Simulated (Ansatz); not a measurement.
# Cd (fcc type): the cost of one run

Program: Ansatz 0.2.0. Level of theory: DFT, PBE, all-electron LAPW, Dirac equation with spin-orbit coupling. These are calculated values, not measurements.

This is Cd in the fcc structure; at room conditions it is hcp.

## (1) Starting point

Symmetry: Fm-3m, No. 225, cubic system. The conventional cell has a = 4.503 Å, b = 4.503 Å, c = 4.503 Å, α = 90.00°, β = 90.00°, γ = 90.00°. Cd (site symmetry m-3m) has 12 Cd at 3.18 Å as nearest neighbours.

Structure file:

```cif
data_structure
_symmetry_space_group_name_H-M 'P 1'
_symmetry_Int_Tables_number 1
_cell_length_a 3.1839
_cell_length_b 3.1839
_cell_length_c 3.1839
_cell_angle_alpha 60.000
_cell_angle_beta 60.000
_cell_angle_gamma 60.000
_cell_volume 22.82
loop_
_atom_site_label
_atom_site_type_symbol
_atom_site_fract_x
_atom_site_fract_y
_atom_site_fract_z
_atom_site_occupancy
Cd1 Cd 0.00000 0.00000 0.00000 1
```

## (2) Fcc relaxed, LAPW

File input.yaml:

```yaml
crystal:
  lattice:
    - [0.0, 2.2513320738, 2.2513320738]
    - [2.2513320738, 0.0, 2.2513320738]
    - [2.2513320738, 2.2513320738, 0.0]
  atoms:
    - { symbol: Cd, position: [0.0, 0.0, 0.0] }
kpoints:
  mp_grid: { grid: [16, 16, 16] }
scf:
  occupations: { method: fermi_dirac, width: 0.05 }
hamiltonian:
  xc: pbe
  pseudopotentials: { kind: all_electron, lapw: { basis_error: 0.0005 } }
output:
  forces: true
  stress: true
  eigenvalues: true
  populations: true
relax:
  f_tol: 0.005
  max_steps: 25
  cell: {}
magnetization:
  noncollinear: true
  spin_orbit: true
```

Launch:

```bash
ansatz run input.yaml --threads 2 --pin off --max-ram 6144MiB --backend cpu --events-out ev --progress --plain --runs-dir out
```

Q: Estimate wall time and peak memory on 2 threads of Arm Neoverse N1, shared host.

About 2.3 min, with a peak of 0.63 GiB.
